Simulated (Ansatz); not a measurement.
Runs of Ansatz 0.2.0 on Ti. Symmetry: P6_3/mmc, No. 194, hexagonal system. The conventional cell has a = 2.950 Å, b = 2.950 Å, c = 4.680 Å, α = 90.00°, β = 90.00°, γ = 120.00°. Ti (site symmetry -6m2) has 12 Ti at 2.89 to 2.95 Å as nearest neighbours. 

```csv
level,cutoff (eV),gap on the mesh (eV),pressure (GPa)
PBE,420,none,(a)
LDA,420,none,-9.3
RPBE,420,none,(b)
PBEsol,420,none,-5.2
r2SCAN,500,none,-1.7
revPBE,420,none,1.2
BLYP,420,none,1.5
```

Alike in all rows: task band structure; potentials or basis Ansatz PAW; no spin polarisation; cell as given; k mesh 6 × 6 × 3; smearing fermi-dirac 0.05 eV; the mesh is coarse, so values aren't converged.

Estimate the missing entries.

(a) -1.0; (b) 2.1.

Caveats: all runs use coarse meshes; the PAW data sets come from PBE, with cores solved anew for the run's functional, which leaves a small shift of forces and pressure (some runs).

A gap of «none» marks a metal or a gap under the smearing width.
